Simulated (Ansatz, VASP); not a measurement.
# One calculation of MnF2, two programs

```
Mn F
1.0
     3.07925    0.00000    0.00000
    -1.53963    2.66671    0.00000
     0.00000    0.00000    4.96747
Mn F
1 2
Direct
  0.00000 0.00000 0.00000
  0.33333 0.66667 0.25200
  0.66667 0.33333 0.74800
```

Measurements of this composition are mostly on another form, of space group No. 136.

Alike in both runs: task single point; functional PBE; k mesh 7 × 7 × 4; occupations gaussian, width 0.05 eV; collinear spin; Hubbard terms Mn d U = 6.0 eV.

|  | VASP | Ansatz |
| --- | --- | --- |
| version | VASP 6.6.1 | Ansatz 0.2.0 |
| potentials or method | VASP PAW PBE potentials, release 64 (Mn_pv, F), cutoff 520 eV | all-electron LAPW, scalar-relativistic |

VASP gave:

| Quantity | Value |
| --- | --- |
| gap on the k mesh at the Fermi level (eV) | 3.70 |
| least direct gap on the mesh (eV) | 4.17 |
| pressure (GPa) | -3.4 |
| largest component of the traceless stress (GPa) | 9.41 |
| rms of the force components (eV/Å) | 0.685 |
| net moment per atom (μB) | 0.33 |
| size of the moment on the site where the two differ most (μB) | 0.94 |

Question: What did Ansatz give for the same quantities?

Answer: gap on the k mesh at the Fermi level (eV): 3.65; least direct gap on the mesh (eV): 3.72; pressure (GPa): 3.3; largest component of the traceless stress (GPa): 12.09; rms of the force components (eV/Å): 0.514; net moment per atom (μB): 1.67; size of the moment on the site where the two differ most (μB): 4.60.

The net moments differ so much that the two runs ended in different magnetic states, which moves the other rows too. Site moments also hang on the region over which each program counts them. The programs project onto different local orbitals, so the same U acts differently. Atom by atom the forces differ by 0.172 eV/Å (rms over components). Ansatz ran all-electron here, so the differences hold the error of VASP's frozen core and of both bases.

Caveats: an odd mesh through Γ misses points on the zone boundary, where band edges often lie; a cell with one magnetic atom can't hold antiferromagnetic order, which such compounds often take; forces of over 1 eV/Å show positions far from the minimum, so gaps and moduli don't describe the material at rest; the magnetic state may not be the lowest (Ansatz); U is the effective U less J, on atomic orbitals that reach past the spheres (Ansatz). The state reached can hang on the start; a lower one may exist.
